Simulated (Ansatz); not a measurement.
CdTe:

```xyz
2
Lattice="0.0000 3.2050 3.2050 3.2050 0.0000 3.2050 3.2050 3.2050 0.0000" Properties=species:S:1:pos:R:3 pbc="T T T"
Te    4.8075    4.8075    4.8075
Cd    0.0000    0.0000    0.0000
```

```yaml
Program: Ansatz 0.2.0
Task: relaxation of cell and atoms
Functional: exchange-only PBE
Potentials_or_basis: Ansatz PAW
Cutoff: "420 eV (not typed: the program's choice for these potentials)"
k_mesh: 7 × 7 × 7
Occupations: fermi-dirac, width 0.05 eV
Spin: no spin polarisation
```

At the start: volume 32.92 Å³/atom.

Question: How do energy, volume and symmetry change on relaxing?

Answer: It ends after 8 steps and the volume is 43.67 Å³/atom (+32.7 %); space group F-43m (No. 216, to 0.05 Å).

Step by step:
```tsv
step	energy change (eV)	largest force (eV/Å)	volume (Å³)
1	0.0000	0.0000	65.84
2	-0.4590	0.0000	75.95
3	-0.5664	0.0000	82.86
4	-0.5799	0.0000	86.17
5	-0.5802	0.0000	86.82
6	-0.5863	0.0000	86.82
7	-0.5865	0.0000	87.34
8	-0.5866	0.0000	87.34
```

Final structure:
```
CELL_PARAMETERS angstrom
0.00000 3.52155 3.52155
3.52155 0.00000 3.52155
3.52155 3.52155 0.00000
ATOMIC_POSITIONS crystal
Te 0.75000 0.75000 0.75000
Cd 0.00000 0.00000 0.00000
```

Caveat: the volume moved by over 15 % at a fixed basis, so the end points are rough; the plane-wave basis is chosen anew once the cell has moved, so the energies of steps on either side of that aren't comparable; the volume moved by +33 % from the deposited cell, more than functionals usually miss; the PAW data sets come from PBE, with cores solved anew for the run's functional, which leaves a small shift of forces and pressure.
